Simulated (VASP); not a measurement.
# ZnSe (Stilleite) (F-43m) in VASP: notebook

Runs on ZnSe (Stilleite). Level: PBE. Tasks: relaxation of cell and atoms, relaxation of the atoms.

Everything below comes from runs of VASP 6.6.1. Logs are shortened: lines on timing, memory, paths and dates and some standing lists are left out, and cuts for length are marked.

### 1 Starting point

Symmetry: F-43m, No. 216, cubic system. The conventional cell has a = 5.668 Å, b = 5.668 Å, c = 5.668 Å, α = 90.00°, β = 90.00°, γ = 90.00°. Around Zn (site symmetry -43m) lie 4 Se at 2.45 Å. Around Se (site symmetry -43m) lie 4 Zn at 2.45 Å.

### 2 Relaxation of cell and atoms, PBE

Input file INCAR:

```
SYSTEM = ZnSe
PREC     = Accurate       ! precision mode
ENCUT    = 300            ! plane-wave cutoff, eV
EDIFF    = 1E-6           ! SCF threshold, eV
ISMEAR   = 0              ! smearing method
SIGMA    = 0.03           ! smearing width, eV
LREAL    = .FALSE.        ! projectors in reciprocal space
LASPH    = .TRUE.         ! aspherical terms in the spheres
NELM     = 80             ! most SCF steps
ALGO     = Normal         ! electronic algorithm
ISIF     = 3              ! what is computed and relaxed
LWAVE    = .FALSE.        ! write WAVECAR
LCHARG   = .FALSE.        ! write CHGCAR
GGA      = PE             ! functional
IBRION   = 2              ! ionic algorithm
NSW      = 90             ! ionic steps
EDIFFG   = -0.01          ! ionic threshold
```

Input file KPOINTS:

```
Automatic mesh
0
G
  4 4 4
  0 0 0
```

Input file POSCAR:

```
ZnSe
1.0
    0.0000000000      2.8338000000      2.8338000000
    2.8338000000      0.0000000000      2.8338000000
    2.8338000000      2.8338000000      0.0000000000
Zn Se
1 1
Direct
    0.0000000000      0.0000000000      0.0000000000
    0.2500000000      0.2500000000      0.2500000000
```

Potentials or basis: VASP PAW PBE potentials, release 64 (Zn, Se).

On the command line:

```
cat potpaw_PBE.64/Zn/POTCAR potpaw_PBE.64/Se/POTCAR > POTCAR
mpirun -np 1 vasp_std > vasp.out
```

OUTCAR:

```text
SYSTEM = ZnSe
   PREC = Accurate
   ENCUT = 300
   EDIFF = 1E-6
   ISMEAR = 0
   LREAL = .FALSE.
   LASPH = .TRUE.
   NELM = 80
   ISIF = 3
   GGA = PE
   IBRION = 2
   NSW = 90
   EDIFFG = -0.01

 ion  position               nearest neighbor table
   1  0.000  0.000  0.000-   2 2.45   2 2.45   2 2.45   2 2.45
   2  0.250  0.250  0.250-   1 2.45   1 2.45   1 2.45   1 2.45

  LATTYP: Found a face centered cubic cell.
 ALAT       =     5.6676000000

  Lattice vectors:

 A1 = (   0.0000000000,   2.8338000000,   2.8338000000)
 A2 = (   2.8338000000,   0.0000000000,   2.8338000000)
 A3 = (   2.8338000000,   2.8338000000,   0.0000000000)

Analysis of symmetry for initial positions (statically):
=====================================================================
 Subroutine PRICEL returns:
 Original cell was already a primitive cell.

 Routine SETGRP: Setting up the symmetry group for a
 face centered cubic supercell.

 Subroutine GETGRP returns: Found 24 space group operations
 (whereof 24 operations were pure point group operations)
 out of a pool of 48 trial point group operations.

The static configuration has the point symmetry T_d .

Analysis of symmetry for dynamics (positions and initial velocities):
=====================================================================
 Subroutine PRICEL returns:
 Original cell was already a primitive cell.

 Routine SETGRP: Setting up the symmetry group for a
 face centered cubic supercell.

 Subroutine GETGRP returns: Found 24 space group operations
 (whereof 24 operations were pure point group operations)
 out of a pool of 48 trial point group operations.

The dynamic configuration has the point symmetry T_d .

 Subroutine INISYM returns: Found 24 space group operations
 (whereof 24 operations are pure point group operations),
 and found     1 'primitive' translations

----------------------------------------------------------------------------------------

                                     Primitive cell

  volume of cell :      45.5132

  direct lattice vectors                    reciprocal lattice vectors
     0.000000000  2.833800000  2.833800000    -0.176441527  0.176441527  0.176441527
     2.833800000  0.000000000  2.833800000     0.176441527 -0.176441527  0.176441527
     2.833800000  2.833800000  0.000000000     0.176441527  0.176441527 -0.176441527

  length of vectors
     4.007598393  4.007598393  4.007598393     0.305605690  0.305605690  0.305605690

  position of ions in fractional coordinates (direct lattice)
[... 60 lines left out ...]
   ENCUT  =  300.0 eV  22.05 Ry    4.70 a.u.   5.66  5.66  5.66*2*pi/ulx,y,z
   NELM   =     80;   NELMIN=  2; NELMDL= -5     # of ELM steps
   EDIFF  = 0.1E-05   stopping-criterion for ELM
   LREAL  =      F    real-space projection
   EDIFFG = -.1E-01   stopping-criterion for IOM
   NSW    =     90    number of steps for IOM
   IBRION =      2    ionic relax: 0-MD 1-quasi-New 2-CG
   NFREE  =      1    steps in history (QN), initial steepest desc. (CG)
   ISIF   =      3    stress and relaxation
   ISYM   =      2    0-nonsym 1-usesym 2-fastsym
   POTIM  = 0.5000    time-step for ionic-motion
   TEBEG  =    0.0;   TEEND  =   0.0 temperature during run
   PSTRESS=    0.0 pullay stress
   NELECT =      18.0000    total number of electrons
   NUPDOWN=      -1.0000    fix difference up-down
   EMIN   =  10.00;   EMAX   =-10.00  energy-range for DOS
   EFERMI =   0.00;   METHOD = LEGACY
   ISMEAR =     0;   SIGMA  =   0.03  broadening in eV -4-tet -1-fermi 0-gaus
   EFERMI_NEDOS =   21; number of points for ismear=-14 and -15
   IALGO  =     38    algorithm
   IMIX   =      4    mixing-type and parameters
     AMIX     =   0.40;   BMIX     =  1.00
     AMIX_MAG =   1.60;   BMIX_MAG =  1.00
  volume/ion in A,a.u.               =      22.76       153.57
  Fermi-wavevector in a.u.,A,eV,Ry     =   1.201673  2.270834 19.647073  1.444019
  Thomas-Fermi vector in A             =   2.337476
   LORBIT       =      0    0 simple, 1 ext, 2 COOP (PROOUT), +10 PAW based schemes
   GGA     = PE    functional components
   LHFCALC =     F    Hartree Fock is set to
   AEXX    =    0.0000 exact exchange contribution
   IVDW    =     0    specifies the selected vdW correction
   LEPSILON=     F    determine dielectric tensor
   LRPA    =     F    only Hartree local field effects (RPA)
 conjugate gradient relaxation of ions
 non-spin polarized calculation
 Gauss-broadening in eV      SIGMA  =   0.03
  energy-cutoff  :      300.00
  volume of cell :       45.51
 maximum number of plane-waves:       544
 NGX is ok and might be reduce to    24
   NGX = 11   NGY = 11   NGZ = 11

--------------------------------------- Ionic step        1  -------------------------------------------

 number of electron      17.9999994 magnetization

 Free energy of the ion-electron system (eV)
  ---------------------------------------------------
  ext. energy  EPLUGINS =         0.00000000
  ---------------------------------------------------
  free energy    TOTEN  =        -5.95229289 eV

  energy without entropy =       -5.95229289  energy(sigma->0) =       -5.95229289

------------------------ aborting loop because EDIFF is reached ----------------------------------------

  FORCE on cell =-STRESS in cart. coord.  units (eV):
  Direction    XX          YY          ZZ          XY          YZ          ZX
  --------------------------------------------------------------------------------------
  -------------------------------------------------------------------------------------
  Total        0.7397201      0.7397201      0.7397201      0.0000000      0.0000000     -0.0000000
  in kB       26.0399656     26.0399656     26.0399656      0.0000000      0.0000000     -0.0000000
  external PRESSURE =      26.0399656 kB  Pullay stress =       0.0000000 kB
[... 131 lines left out ...]
--------------------------------------- Ionic step        5  -------------------------------------------

 number of electron      17.9999943 magnetization

 Free energy of the ion-electron system (eV)
  ---------------------------------------------------
  ext. energy  EPLUGINS =         0.00000000
  ---------------------------------------------------
  free energy    TOTEN  =        -5.96700421 eV

  energy without entropy =       -5.96700421  energy(sigma->0) =       -5.96700421

 E-fermi :   1.5088     XC(G=0):  -9.1207

 val. band max:        1.3011347385   @ k =   0.0000   0.0000   0.0000
 cond. band min:       2.4088060768   @ k =   0.0000   0.0000   0.0000
 fundamental gap:      1.1076713383
 Fermi energy:         1.5088361073

 k-point     1 :       0.0000    0.0000    0.0000
  band No.  band energies     occupation
      1     -11.6998      2.00000
      2      -5.1163      2.00000
      3      -5.1163      2.00000
      4      -5.1163      2.00000
      5      -4.7842      2.00000
      6      -4.7842      2.00000
      7       1.3011      2.00000
      8       1.3011      2.00000
      9       1.3011      2.00000
     10       2.4088      0.00000
     11       7.0848      0.00000
     12       7.0848      0.00000
     13       7.0849      0.00000
[... 139 lines left out ...]
  FREE ENERGIE OF THE ION-ELECTRON SYSTEM (eV)
  ---------------------------------------------------
  free  energy   TOTEN  =        -5.9670042085 eV

  energy  without entropy=       -5.9670042085  energy(sigma->0) =       -5.96700421

 reached required accuracy - stopping structural energy minimisation
```

Wall time 16 s (1 thread of AMD EPYC 7R13 (Zen 3), shared host); peak memory 0.1 GiB.

The run converged, but some of its settings lie outside the range that counts as converged, so its numbers aren't taken as properties of the crystal.

What came out:

```
Free energy                            : -5.9670 eV
Relaxed volume                         : 23.72 Å³/atom
Relaxed cell                           : a = 4.063 Å, b = 4.063 Å, c = 4.063 Å, α = 60.00°, β = 60.00°, γ = 60.00°
Space group after relaxing (to 0.05 Å) : F-43m (No. 216)
Energy gained by relaxing              : 7.4 meV/atom
Ionic steps                            : 5
Band gap on the k mesh                 : 1.11 eV, direct
```

Caveat: the k mesh is coarse (spacing up to 0.48 Å⁻¹), so the values aren't converged; the cutoff is under 1.25 times the usual one of these potentials, so pressure, stress and relaxed cells hold a basis-set (Pulay) error.

### 3 Relaxation of cell and atoms, PBE

This run uses another cell than the first one, of 23.72 Å³/atom, 1.042 times its volume.

Edit INCAR of step 2 so:

```diff
@@ -3,3 +3,3 @@
 ENCUT    = 300            ! plane-wave cutoff, eV
-EDIFF    = 1E-6           ! SCF threshold, eV
+EDIFF    = 1E-7           ! SCF threshold, eV
 ISMEAR   = 0              ! smearing method
@@ -16,2 +16,2 @@
 NSW      = 90             ! ionic steps
-EDIFFG   = -0.01          ! ionic threshold
+EDIFFG   = -0.005         ! ionic threshold
```

KPOINTS is that of step 2.

Input file POSCAR:

```
ZnSe                                    
1.0
    0.0000000000      2.8731170261      2.8731170261
    2.8731170261      0.0000000000      2.8731170261
    2.8731170261      2.8731170261     -0.0000000000
  Zn              Se            
     1     1
Direct
     0.0000000000000000    0.0000000000000000    0.0000000000000000
     0.2500000000000000    0.2500000000000000    0.2500000000000000
```

Potentials or basis: VASP PAW PBE potentials, release 64 (Zn, Se).

On the command line:

```
cat potpaw_PBE.64/Zn/POTCAR potpaw_PBE.64/Se/POTCAR > POTCAR
mpirun -np 1 vasp_std > vasp.out
```

Run time: 7.9 s. Hardware: 1 thread of AMD EPYC 7R13 (Zen 3), shared host; peak memory 0.1 GiB.

The run converged, but some of its settings lie outside the range that counts as converged, so its numbers aren't taken as properties of the crystal.

Results:

```yaml
Free_energy: -5.9682 eV
Relaxed_volume: 23.74 Å³/atom
Relaxed_cell: a = 4.064 Å, b = 4.064 Å, c = 4.064 Å, α = 60.00°, β = 60.00°, γ = 60.00°
Space_group_after_relaxing_to_0.05_Å: F-43m (No. 216)
Energy_gained_by_relaxing: 0.0 meV/atom
Ionic_steps: 2
Band_gap_on_the_k_mesh: 1.10 eV, direct
```

Caveat: the k mesh is coarse (spacing up to 0.47 Å⁻¹), so the values aren't converged; the cutoff is under 1.25 times the usual one of these potentials, so pressure, stress and relaxed cells hold a basis-set (Pulay) error.

### 4 Relaxation of the atoms, PBE (a relaxed cell with its volume scaled by 0.94)

Edit INCAR of step 3 so:

```diff
@@ -10,3 +10,3 @@
 ALGO     = Normal         ! electronic algorithm
-ISIF     = 3              ! what is computed and relaxed
+ISIF     = 2              ! what is computed and relaxed
 LWAVE    = .FALSE.        ! write WAVECAR
@@ -15,3 +15,3 @@
 IBRION   = 2              ! ionic algorithm
-NSW      = 90             ! ionic steps
-EDIFFG   = -0.005         ! ionic threshold
+NSW      = 40             ! ionic steps
+EDIFFG   = -0.01          ! ionic threshold
```

KPOINTS is that of step 3.

Input file POSCAR:

```
ZnSe                                    
1.0
    0.0000000000      2.8153545969      2.8153545969
    2.8153545969      0.0000000000      2.8153545969
    2.8153545969      2.8153545969     -0.0000000000
  Zn              Se            
     1     1
Direct
     1.0000000000000000    1.0000000000000000    1.0000000000000000
     0.2500000000000000    0.2500000000000000    0.2500000000000000
```

Potentials or basis: VASP PAW PBE potentials, release 64 (Zn, Se).

On the command line:

```
cat potpaw_PBE.64/Zn/POTCAR potpaw_PBE.64/Se/POTCAR > POTCAR
mpirun -np 1 vasp_std > vasp.out
```

OUTCAR:

```text
SYSTEM = ZnSe
   PREC = Accurate
   ENCUT = 300
   EDIFF = 1E-7
   ISMEAR = 0
   LREAL = .FALSE.
   LASPH = .TRUE.
   NELM = 80
   ISIF = 2
   GGA = PE
   IBRION = 2
   NSW = 40
   EDIFFG = -0.01

 ion  position               nearest neighbor table
   1  0.000  0.000  0.000-   2 2.44   2 2.44   2 2.44   2 2.44
   2  0.250  0.250  0.250-   1 2.44   1 2.44   1 2.44   1 2.44

  LATTYP: Found a face centered cubic cell.
 ALAT       =     5.6307091938

  Lattice vectors:

 A1 = (   0.0000000000,   2.8153545969,   2.8153545969)
 A2 = (   2.8153545969,   0.0000000000,   2.8153545969)
 A3 = (   2.8153545969,   2.8153545969,   0.0000000000)

Analysis of symmetry for initial positions (statically):
=====================================================================
 Subroutine PRICEL returns:
 Original cell was already a primitive cell.

 Routine SETGRP: Setting up the symmetry group for a
 face centered cubic supercell.

 Subroutine GETGRP returns: Found 24 space group operations
 (whereof 24 operations were pure point group operations)
 out of a pool of 48 trial point group operations.

The static configuration has the point symmetry T_d .

Analysis of symmetry for dynamics (positions and initial velocities):
=====================================================================
 Subroutine PRICEL returns:
 Original cell was already a primitive cell.

 Routine SETGRP: Setting up the symmetry group for a
 face centered cubic supercell.

 Subroutine GETGRP returns: Found 24 space group operations
 (whereof 24 operations were pure point group operations)
 out of a pool of 48 trial point group operations.

The dynamic configuration has the point symmetry T_d .

 Subroutine INISYM returns: Found 24 space group operations
 (whereof 24 operations are pure point group operations),
[... 106 lines left out ...]
   AEXX    =    0.0000 exact exchange contribution
   IVDW    =     0    specifies the selected vdW correction
   LEPSILON=     F    determine dielectric tensor
   LRPA    =     F    only Hartree local field effects (RPA)
 conjugate gradient relaxation of ions
 non-spin polarized calculation
 Gauss-broadening in eV      SIGMA  =   0.03
  energy-cutoff  :      300.00
  volume of cell :       44.63
 maximum number of plane-waves:       544
 NGX is ok and might be reduce to    24
   NGX = 11   NGY = 11   NGZ = 11

 number of electron      18.0000033 magnetization

 Free energy of the ion-electron system (eV)
  ---------------------------------------------------
  ext. energy  EPLUGINS =         0.00000000
  ---------------------------------------------------
  free energy    TOTEN  =        -5.93392865 eV

  energy without entropy =       -5.93392865  energy(sigma->0) =       -5.93392865

 E-fermi :   1.9982     XC(G=0):  -9.3978

 val. band max:        1.8179171827   @ k =   0.0000   0.0000   0.0000
 cond. band min:       3.1708820361   @ k =   0.0000   0.0000   0.0000
 fundamental gap:      1.3529648534
 Fermi energy:         1.9981966587

 k-point     1 :       0.0000    0.0000    0.0000
  band No.  band energies     occupation
      1     -11.5684      2.00000
      2      -4.8117      2.00000
      3      -4.8117      2.00000
      4      -4.8117      2.00000
      5      -4.4249      2.00000
      6      -4.4249      2.00000
      7       1.8179      2.00000
      8       1.8179      2.00000
      9       1.8179      2.00000
     10       3.1709      0.00000
     11       7.5837      0.00000
     12       7.5837      0.00000
     13       7.5838      0.00000
[... 98 lines left out ...]
  band No.  band energies     occupation
      1     -10.4533      2.00000
      2      -4.6942      2.00000
      3      -4.5941      2.00000
      4      -4.4623      2.00000
      5      -4.4556      2.00000
      6      -4.1073      2.00000
      7      -2.9824      2.00000
      8      -1.0365      2.00000
      9      -0.9501      2.00000
     10       7.2862      0.00000
     11       7.4452      0.00000
     12       8.8042      0.00000
     13       9.5087      0.00000

------------------------ aborting loop because EDIFF is reached ----------------------------------------

  FORCE on cell =-STRESS in cart. coord.  units (eV):
  Direction    XX          YY          ZZ          XY          YZ          ZX
  --------------------------------------------------------------------------------------
  -------------------------------------------------------------------------------------
  Total        1.1124281      1.1124281      1.1124281      0.0000000      0.0000000      0.0000000
  in kB       39.9349577     39.9349577     39.9349577      0.0000000      0.0000000      0.0000000
  external PRESSURE =      39.9349577 kB  Pullay stress =       0.0000000 kB

 VOLUME and BASIS-vectors are now :
 -----------------------------------------------------------------------------
  energy-cutoff  :      300.00
  volume of cell :       44.63
      direct lattice vectors                 reciprocal lattice vectors
     0.000000000  2.815354597  2.815354597    -0.177597522  0.177597522  0.177597522
     2.815354597  0.000000000  2.815354597     0.177597522 -0.177597522  0.177597522
     2.815354597  2.815354597  0.000000000     0.177597522  0.177597522 -0.177597522

 POSITION                                       TOTAL-FORCE (eV/Angst)
 -----------------------------------------------------------------------------------
      0.00000      0.00000      0.00000        -0.000000      0.000000     -0.000000
      1.40768      1.40768      1.40768         0.000000     -0.000000      0.000000
 -----------------------------------------------------------------------------------
    total drift:                               -0.000006     -0.000006     -0.000006

  FREE ENERGIE OF THE ION-ELECTRON SYSTEM (eV)
  ---------------------------------------------------
  free  energy   TOTEN  =        -5.9339286534 eV

  energy  without entropy=       -5.9339286534  energy(sigma->0) =       -5.93392865

 reached required accuracy - stopping structural energy minimisation
```

Run time: 5.7 s. Hardware: 1 thread of AMD EPYC 7R13 (Zen 3), shared host; peak memory 0.1 GiB.

Results:

```yaml
Free_energy: -5.9339 eV
Band_gap_on_the_k_mesh: 1.35 eV, direct
```

Final structure:
```yaml
crystal:
  lattice:
    - [0.00000, 2.81535, 2.81535]
    - [2.81535, 0.00000, 2.81535]
    - [2.81535, 2.81535, 0.00000]
  atoms:
    - { symbol: Zn, position: [0.00000, 0.00000, 0.00000] }
    - { symbol: Se, position: [0.25000, 0.25000, 0.25000] }
```

Caveat: the k mesh is coarse (spacing up to 0.48 Å⁻¹), so the values aren't converged; the cutoff is under 1.25 times the usual one of these potentials, so pressure, stress and relaxed cells hold a basis-set (Pulay) error; the relaxation stopped at its first step, so nothing moved.
